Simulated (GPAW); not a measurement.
Runs of GPAW 26.7.0 on TiC. Symmetry: Fm-3m, No. 225, cubic system. Conventional cell: a = 4.331 Å, b = 4.331 Å, c = 4.331 Å, α = 90.00°, β = 90.00°, γ = 90.00°. Ti (site symmetry m-3m) is surrounded by 6 C at 2.17 Å. C (site symmetry m-3m) has 6 Ti at 2.17 Å as nearest neighbours. The cell is a database's computed one.

```csv
task,level,potentials or basis,cell,smearing,band path,band points,optimizer,fmax,max steps,gap on the mesh (eV),pressure (GPa),relaxed volume (Å³/atom)
band structure,LDA,"the program's PAW data sets (release 1.2.1) made for this functional, pw",as given,fermi-dirac 0.05 eV,"GXWKGLUWLK,UX",80,-,-,-,-,-11.8,-
band structure,revPBE,"the program's PAW data sets (release 1.2.1) made for this functional, pw",as given,fermi-dirac 0.05 eV,"GXWKGLUWLK,UX",80,-,-,-,-,4.4,-
single point,PBE,"GPAW PAW data sets (gpaw-data 1.2.1), pw",as given,gaussian 0.011 eV,-,-,-,-,-,none,0.9,-
relaxation of cell and atoms,RPBE,"the program's PAW data sets (release 1.2.1) made for this functional, pw",relaxed,fermi-dirac 0.05 eV,-,-,BFGS,0.05 eV/Å,60,none,0.1,(a)
relaxation of cell and atoms,PBEsol,"PAW data sets generated in the run's folder for this functional, pw",relaxed,fermi-dirac 0.05 eV,-,-,BFGS,0.05 eV/Å,60,none,0.1,9.93
relaxation of cell and atoms,LDA,"the program's PAW data sets (release 1.2.1) made for this functional, pw",relaxed,fermi-dirac 0.05 eV,-,-,LBFGS,0.05 eV/Å,40,none,0.4,9.69
band structure,RPBE,"the program's PAW data sets (release 1.2.1) made for this functional, pw",as given,fermi-dirac 0.05 eV,"GXWKGLUWLK,UX",80,-,-,-,-,(b),-
relaxation of cell and atoms,PBE,"GPAW PAW data sets (gpaw-data 1.2.1), pw",relaxed to -2 GPa,fermi-dirac 0.05 eV,-,-,FIRE,0.02 eV/Å,100,none,-2.3,-
```

Alike in all rows: no spin polarisation; k mesh 11 × 11 × 11; cutoff (eV) 800.

Question: Estimate the missing entries.

Answer: (a) 10.38; (b) 5.6.

Caveats: later steps reuse the first step's grids (some runs).

A gap of «none» marks a metal or a gap under the smearing width.
